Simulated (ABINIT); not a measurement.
# A GW chain in ABINIT: BaO (Fm-3m), part 3 of 3

Aim: the G0W0 gap of BaO (Fm-3m) on LDA, step by step.

ABINIT 10.8.3; LDA and many-body steps on it, plane waves. Known limits of the many-body steps: not at the basis limit; no spin-orbit coupling; coarse k mesh.

So far. Step 4 (Empty states on the mesh, 4×4×4 mesh, 35 bands): On this mesh the gap is 1.801 eV. Step 5 (Screening, 4×4×4 mesh, 31 bands, screening to 87.1 eV): Local fields lower ε∞ by 9 %. On a Γ-centred mesh this coarse the value itself is usually too large, while a short band sum pulls it down.

The database entry behind the starting cell differs from later determinations by our own check (about 0.7 % short), so it need not match the best structure at ambient conditions.

### 6. Self-energy, 4×4×4 mesh, 31 bands, screening to 87.1 eV

The self-energy is evaluated for the states that the input lists, and the levels follow from it, in one-shot runs by the linearised quasiparticle equation.

This step: G0W0 on LDA, plane waves, norm-conserving pseudopotentials.

run.abi reads:

```
acell 3*1.0 Angstrom
rprim 
  -0.000000000000 2.750000000000 2.750000000000
  2.750000000000 -0.000000000000 2.750000000000
  2.750000000000 2.750000000000 -0.000000000000
ntypat 2
znucl 56 8
natom 2
typat 1 2
xred 
  0.000000000000 0.000000000000 0.000000000000
  0.500000000000 0.500000000000 0.500000000000
pp_dirpath "pseudos"
pseudos "Ba.upf, O.upf"
ecut 36
ngkpt 4 4 4
nshiftk 1
shiftk 0 0 0
kptopt 1
chksymbreak 0
istwfk *1
occopt 1
irdwfk 1
optdriver 4
nband 31
gwcalctyp 0
ecutsigx 36
symsigma 1
nkptgw 2
kptgw 
  0.5000000000 0.5000000000 0.0000000000
  0.0000000000 0.0000000000 0.0000000000
bdgw 
  6 10
  6 12
ecuteps 3.2
irdscr 1
ppmodel 1
indata_prefix "in"
outdata_prefix "out"
tmpdata_prefix "tmp"
```

The run is started by

```
OMP_NUM_THREADS=1 mpirun -n 4 abinit run.abi > log
```

Numbers of over 12 decimals in the logs are rounded to 6 here.

The program printed:

```text
.Version 10.8.3 of ABINIT. v10.8.2 released Aug 2026.

 Symmetries : space group Fm -3 m (#225); Bravais cF (face-center cubic)
[... echo of the input left out ...]
== DATASET  1 ==================================================================
-   mpi_nproc: 4, omp_nthreads: 1 (-1 if OMP is not activated)

--- !DatasetInfo
iteration_state: {dtset: 1, }
dimensions: {natom: 2, nkpt: 8, mband: 31, nsppol: 1, nspinor: 1, nspden: 1, mpw: 2914, }
cutoff_energies: {ecut:  36.0, pawecutdg:  -1.0, }
electrons: {nelect:   1.60000000E+01, charge:   0.00000000E+00, occopt:   1.00000000E+00, tsmear:   1.00000000E-02, }

 SIGMA: Calculation of the GW corrections

 Based on a program developped by R.W. Godby, V. Olevano, G. Onida, and L. Reining.
 Incorporated in ABINIT by V. Olevano, G.-M. Rignanese, and M. Torrent.
.Using double precision arithmetic ; gwpc =  8

[... cell and pseudopotentials left out ...]
--------------------------------------------------------------------------------

 ==== K-mesh for the wavefunctions ====
 Number of points in the irreducible wedge :     8
[... list of points left out ...]
 Together with 48 symmetry operations and time-reversal symmetry
 yields    64 points in the full Brillouin Zone.

 ==== Q-mesh for screening function ====
 Number of points in the irreducible wedge :     8
[... list of points left out ...]
 Together with 48 symmetry operations and time-reversal symmetry
 yields    64 points in the full Brillouin Zone.

 vcoul_init : cutoff-mode = AUXILIARY_FUNCTION
 q-points for optical limit:   1
     1)      0.000010    0.000020    0.000030
 setmesh: FFT mesh size selected  =    40x   40x   40
          total number of points  =        64000

 Number of electrons calculated from density =   16.0000; Expected =   16.0000
 average of density, n =  0.057003
 r_s =    1.6119
 omega_plasma =   23.0305 [eV]

 === KS Band Gaps ===
  >>>> For spin  1
   Minimum direct gap =   1.8012 [eV], located at k-point      :   0.5000  0.5000  0.0000
   Fundamental gap    =   1.8012 [eV], Top of valence bands at :   0.5000  0.5000  0.0000
                                       Bottom of conduction at :   0.5000  0.5000  0.0000
 SIGMA fundamental parameters:
 PLASMON POLE MODEL  1
 number of plane-waves for SigmaX                 2891
 number of plane-waves for SigmaC and W             65
 number of plane-waves for wavefunctions          2891
 number of bands                                    31
 number of independent spin polarizations            1
 number of spinorial components                      1
 number of k-points in IBZ                           8
 number of q-points in IBZ                           8
 number of symmetry operations                      48
 number of k-points in BZ                           64
 number of q-points in BZ                           64
 number of frequencies for dSigma/dE                 9
 frequency step for dSigma/dE [eV]                0.25
 number of omega for Sigma on real axis              0
 max omega for Sigma on real axis  [eV]           0.00
 zcut for avoiding poles [eV]                     0.10

 EPSILON^-1 parameters (SCR file):
 dimension of the eps^-1 matrix on file             65
 dimension of the eps^-1 matrix used                65
 number of plane-waves for wavefunctions          2891
 number of bands                                    31
 number of q-points in IBZ                           8
 number of frequencies                               2
 number of real frequencies                          1
 number of imag frequencies                          1

 matrix elements of self-energy operator (all in [eV])

 Perturbative Calculation

--- !SelfEnergy_ee
iteration_state: {dtset: 1, }
kpoint     : [   0.500,    0.500,    0.000, ]
spin       : 1
KS_gap     :    1.801
QP_gap     :    3.148
Delta_QP_KS:    1.347
data: !SigmaeeData |
     Band     E0 <VxcDFT>   SigX SigC(E0)      Z dSigC/dE  Sig(E)    E-E0       E
        6   5.226 -18.429 -23.463   4.746   0.774  -0.292 -18.652  -0.223   5.004
        7   5.226 -18.429 -23.463   4.746   0.774  -0.292 -18.652  -0.223   5.004
        8   5.446 -18.417 -23.293   4.594   0.779  -0.284 -18.637  -0.220   5.227
        9   7.248  -9.085  -4.483  -3.273   0.848  -0.179  -7.957   1.127   8.375
       10  11.511 -11.877  -6.696  -3.380   0.840  -0.190 -10.363   1.514  13.025

--- !SelfEnergy_ee
iteration_state: {dtset: 1, }
kpoint     : [   0.000,    0.000,    0.000, ]
spin       : 1
KS_gap     :    3.878
QP_gap     :    5.235
Delta_QP_KS:    1.357
data: !SigmaeeData |
     Band     E0 <VxcDFT>   SigX SigC(E0)      Z dSigC/dE  Sig(E)    E-E0       E
        6   4.993 -18.277 -23.455   4.855   0.771  -0.297 -18.527  -0.249   4.744
        7   4.993 -18.277 -23.455   4.855   0.771  -0.297 -18.527  -0.249   4.744
        8   4.993 -18.277 -23.455   4.855   0.771  -0.297 -18.527  -0.249   4.744
        9   8.871  -9.772  -5.063  -3.397   0.845  -0.184  -8.664   1.108   9.978
       10  10.087 -10.115  -4.929  -3.495   0.843  -0.187  -8.689   1.425  11.512
       11  10.087 -10.115  -4.929  -3.495   0.843  -0.187  -8.689   1.425  11.512
       12  10.087 -10.115  -4.929  -3.495   0.843  -0.187  -8.689   1.425  11.512

== END DATASET(S) ==============================================================
================================================================================

 -outvars: echo values of variables after computation  --------
           etotal      0.0000000000E+00
            nband          31
             nkpt           8
          spgroup         225
 [... the other variables as echoed above ...]

 Calculation completed.
```

It took 3 s on 4 MPI ranks of Arm Neoverse V1, shared host; peak memory 0.15 GiB; 12 s of CPU time.

This step gave:

* G0W0 gap on the points computed: 3.148 eV
* starting gap on the mesh: 1.801 eV
* k of the valence top: 0.5, 0.5, 0
* k of the conduction bottom: 0.5, 0.5, 0
* Z at the valence top: 0.779
* Z at the conduction bottom: 0.848
* least direct G0W0 gap on the computed points: 3.148 eV

The gap on the mesh goes from 1.80 eV to 3.15 eV, a correction of +1.35 eV.

Limits: finite bands, cutoff and mesh; no spin-orbit coupling; coarse k mesh. v1 is the top filled band, c1 the lowest empty one. Levels before and after the correction, in eV, zero at the valence-band top of each column:

```tsv
	conduction bottom	valence top
Kohn-Sham	1.80	0.00
G0W0	3.15	0.00
```

```tsv
	level	energy (eV)
Kohn-Sham	(0.5 0.5 0) v3-v2	-0.220
Kohn-Sham	(0.5 0.5 0) v1	0.000
Kohn-Sham	(0.5 0.5 0) c1	1.801
Kohn-Sham	(0.5 0.5 0) c2	6.065
G0W0	(0.5 0.5 0) v3-v2	-0.223
G0W0	(0.5 0.5 0) v1	0.000
G0W0	(0.5 0.5 0) c1	3.148
G0W0	(0.5 0.5 0) c2	7.798
```

### 7. Where the time went

Times are wall times on 4 MPI ranks of Arm Neoverse V1, shared host, good to a factor of about two.

```tsv
step	time	share	memory (GiB)
ground state	7.7 s	26 %	0.28
bands along the symmetry lines	8.9 s	30 %	0.28
empty states on the mesh	5.7 s	19 %	0.26
screening	4.2 s	14 %	0.43
self-energy	3 s	10 %	0.15
```

### 8. Results

```
LDA gap              : 1.80 eV, direct
G0W0 gap on the mesh : 3.15 eV
GW settings          : 4×4×4 mesh, 31 bands, screening to 87.1 eV, Godby-Needs plasmon pole
known limits         : not at the basis limit; no spin-orbit coupling; coarse k mesh
```

G0W0 moves the gap on the mesh from 1.80 eV to 3.15 eV (+1.35 eV), with Z of 0.78 and 0.85 at the edges. Local fields lower the RPA ε∞ on this mesh from 4.80 to 4.36; a Γ-centred mesh this coarse tends to raise both, most where the direct gap is narrow, while a short band sum lowers them. Only 2 of the mesh's irreducible points were corrected, so a valley elsewhere could overtake. Bands and cutoff are finite, so the gap is not at the basis limit. The miss can reach some tenths of an eV and take either sign; the mesh is an error of its own. In the G0W0 run levels were corrected at 2 k points alone, so a gap called «on the mesh» is the least over those, and an edge elsewhere would be missed. The 4×4×4 mesh is coarse for this cell, which bears on the long-range parts of exchange and screening. The many-body steps are scalar-relativistic: spin-orbit coupling is not in them.

[Paths, hosts, dates, memory and timing lines, banners, echoed tables and standing remarks are left out of the program output.]

[Logs are printed without paths, hosts, clocks, repeated set-up lines and the standing remarks that a program may print on its own settings, such as how far it seeks lower states.]

[Runs of the session that timed out or met a known fault of the program may be left out.]

[Hosts, paths, dates, database ids (printed as entryN), source tags and the programs' standing remarks are cut or masked in the printed files.]

[G0W0 gaps are taken among the corrected bands and points alone; a level outside them can change the order at an edge.]

[Where Ansatz stands beside ABINIT at settings called matched, ABINIT's density can come from a denser mesh and the files from another edition; pairs whose starting gaps differed by over 0.03 eV were left out, so agreement reads better than it is.]
